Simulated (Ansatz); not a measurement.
Crystal: MnO2.

```xyz
3
Lattice="1.4284 0.8247 4.5839 -1.4284 0.8247 4.5839 0.0000 -1.6494 4.5839" Properties=species:S:1:pos:R:3 pbc="T T T"
Mn    0.0000    0.0000    0.0000
O     0.0000    0.0000   10.1163
O     0.0000    0.0000    3.6355
```

Measurements of this composition are mostly on another form, of space group No. 136.

Base run:

* Program: Ansatz 0.2.0
* Functional: HSE06
* Potentials or basis: Ansatz PAW
* Cutoff: 420 eV (not typed: the program's choice for these potentials)
* k mesh: 8 × 8 × 8
* Occupations: fermi-dirac, width 0.05 eV
* Spin: collinear spin, ferromagnetic start
* Starting moments: [4.0, 0.0, 0.0] μB

Its results: band gap on the k mesh 3.51 eV, indirect (least direct gap 3.66 eV); pressure -2.8 GPa; net moment 3.00 μB per cell; site moments Mn +2.69; O -0.03 μB; largest force 0.437 eV/Å.

Question: The run is repeated on the same cell with these changes: functional from HSE06 to PBE0. What comes out?

Answer: Band gap on the k mesh 4.26 eV, indirect (least direct gap 4.42 eV); pressure -3.0 GPa; net moment 3.00 μB per cell; site moments Mn +2.69; O -0.03 μB; largest force 0.448 eV/Å.

Caveats: the magnetic or orbital state may not be the lowest; a cell with one magnetic atom can't hold antiferromagnetic order, which such compounds often take; the PAW data sets come from PBE, with cores solved anew for the run's functional, which leaves a small shift of forces and pressure; the thresholds are loose for stress.

A k mesh can miss the band edges.
